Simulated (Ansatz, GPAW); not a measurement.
This is a calculation of HfN for GPAW 26.7.0 (ASE script). 

File run.py:

```python
from ase import Atoms
from ase.dft.bandgap import bandgap
from ase.io import write
from ase.units import Bohr, GPa
from gpaw import GPAW, PW
from gpaw.elf import elf_from_dft_calculation

atoms = Atoms(['Hf', 'N'],
              cell=[[0.0, 2.256, 2.256],
                    [2.256, 0.0, 2.256],
                    [2.256, 2.256, 0.0]],
              scaled_positions=[[0.0, 0.0, 0.0],
                                [0.5, 0.5, 0.5]],
              pbc=True)

calc = GPAW(mode=PW(800),
            xc='RPBE',
            kpts={'size': (10, 10, 10), 'gamma': True},
            occupations={'name': 'methfessel-paxton', 'order': 0, 'width': 0.1},
            nbands=19,
            convergence={'density': 1e-05, 'energy': 1e-05},
            maxiter=150,
            txt='gpaw.txt')
atoms.calc = calc
energy = atoms.get_potential_energy()
forces = atoms.get_forces()
stress = atoms.get_stress()
calc.write('gs.gpw')
write('result.traj', atoms)
print(f'Energy: {energy:.6f} eV')
print('Forces (eV/A):')
print(forces.round(4))
print('Stress (GPa):', (stress / GPa).round(3))
print('Fermi level:', round(calc.get_fermi_level(), 4), 'eV')
print(f'Gap: {bandgap(calc)[0]:.4f} eV, direct: {bandgap(calc, direct=True)[0]:.4f} eV')

# fields on the real-space grid
write('density.cube', atoms, data=calc.get_pseudo_density() * Bohr**3)
write('potential.cube', atoms, data=calc.get_electrostatic_potential())
write('elf.cube', atoms, data=elf_from_dft_calculation(calc).data)
```

Potentials or basis: the program's PAW data sets (release 1.2.1) made for this functional, pw.

Command:

```bash
$ OMP_NUM_THREADS=1 python run.py
```

Problem. Set up the same calculation for Ansatz 0.2.0. Potentials or basis there: all-electron LAPW, scalar-relativistic.

Solution. As run (cutoffs and basis follow the program's own potentials, and thresholds, step limits or extra output files can differ):

The input input.yaml:

```yaml
crystal:
  lattice:
    - [0.0, 2.256, 2.256]
    - [2.256, 0.0, 2.256]
    - [2.256, 2.256, 0.0]
  atoms:
    - { symbol: Hf, position: [0.0, 0.0, 0.0] }
    - { symbol: "N", position: [0.5, 0.5, 0.5] }
kpoints:
  mp_grid: { grid: [10, 10, 10] }
scf:
  occupations: { method: gaussian, width: 0.1 }
hamiltonian:
  xc: rpbe
  pseudopotentials: { kind: all_electron, lapw: { basis_error: 0.001 } }
output:
  forces: true
  stress: true
  eigenvalues: true
```

Potentials or basis: all-electron LAPW, scalar-relativistic.

Run with:

```bash
$ ansatz run input.yaml --threads 1 --pin off --max-ram 3072MiB --backend cpu --events-out ev --progress --plain --runs-dir out
```

Both were run:

|  | GPAW | Ansatz |
| --- | --- | --- |
| Pressure | 12.0 GPa | 11.3 GPa |

Where Ansatz's input types no cutoff or centring, it takes its own default and a Γ-centred mesh.

The cell lies far from this level's equilibrium.

Pressure is positive in compression.
